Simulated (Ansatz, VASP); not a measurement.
# GaN in VASP and in Ansatz

The input POSCAR:

```
GaN
1.0
    0.0000000000      2.2489367673      2.3501389218
    2.2489367673      0.0000000000      2.3501389218
    2.2489367673      2.2489367673      0.0000000000
Ga N
1 1
Direct
    0.0000000000      0.0000000000      0.0000000000
    0.7500000000      0.7500000000      0.7500000000
```

File INCAR.step1:

```
PREC = Accurate
ENCUT = 520
ISMEAR = 0
SIGMA = 0.05
LREAL = F
LASPH = T
NELM = 60
NBANDS = 16
GGA = PE
ALGO = Normal
EDIFF = 1E-4
LWAVE = T
LCHARG = F
```

The input INCAR.step2:

```
PREC = Accurate
ENCUT = 520
EDIFF = 1E-7
ISMEAR = 0
SIGMA = 0.05
LREAL = F
LASPH = T
NELM = 60
ALGO = Normal
ISIF = 2
LWAVE = F
LCHARG = F
METAGGA = R2SCAN
LMIXTAU = T
NBANDS = 16
ISTART = 1
```

KPOINTS

```
regular mesh
0
Gamma
  10 10 10
```

Input for Ansatz:

```yaml
crystal:
  lattice:
    - [0.0, 2.2489367673, 2.3501389218]
    - [2.2489367673, 0.0, 2.3501389218]
    - [2.2489367673, 2.2489367673, 0.0]
  atoms:
    - { symbol: Ga, position: [0.0, 0.0, 0.0] }
    - { symbol: "N", position: [0.75, 0.75, 0.75] }
basis:
  ecutwfc: 500
kpoints:
  mp_grid: { grid: [10, 10, 10] }
hamiltonian:
  xc: r2scan
scf:
  occupations: { method: gaussian, width: 0.05 }
output:
  forces: true
  stress: true
  eigenvalues: true
```

Change from the starting cell: strain +0.0450 x Voigt [0, 0, 1, 0, 0, 0], atoms carried along.

Alike in both runs: task single point; functional r2SCAN; k mesh 10 × 10 × 10; occupations gaussian, width 0.05 eV; no spin polarisation.

|  | VASP | Ansatz |
| --- | --- | --- |
| version | VASP 6.6.1 | Ansatz 0.2.0 |
| potentials or method | VASP PAW PBE potentials, release 64 (Ga_d, N) | scalar-relativistic, plane waves, PAW |
| plane-wave cutoff (eV) | 520 | 500 |
| valence electrons in the cell | 18 | 18 |

Ansatz gave:

```
gap on the k mesh at the Fermi level (eV)       : 1.79
least direct gap on the mesh (eV)               : 1.79
pressure (GPa)                                  : -8.0
largest component of the traceless stress (GPa) : 4.35
```

What did VASP give for the same quantities?

gap on the k mesh at the Fermi level (eV): 1.79; least direct gap on the mesh (eV): 1.79; pressure (GPa): -7.0; largest component of the traceless stress (GPa): 4.29.

With one functional, cell and mesh, what is left measures potentials, basis and numerics.

Caveats: the PAW data sets were made with another functional, which shifts forces and pressure a little (VASP).
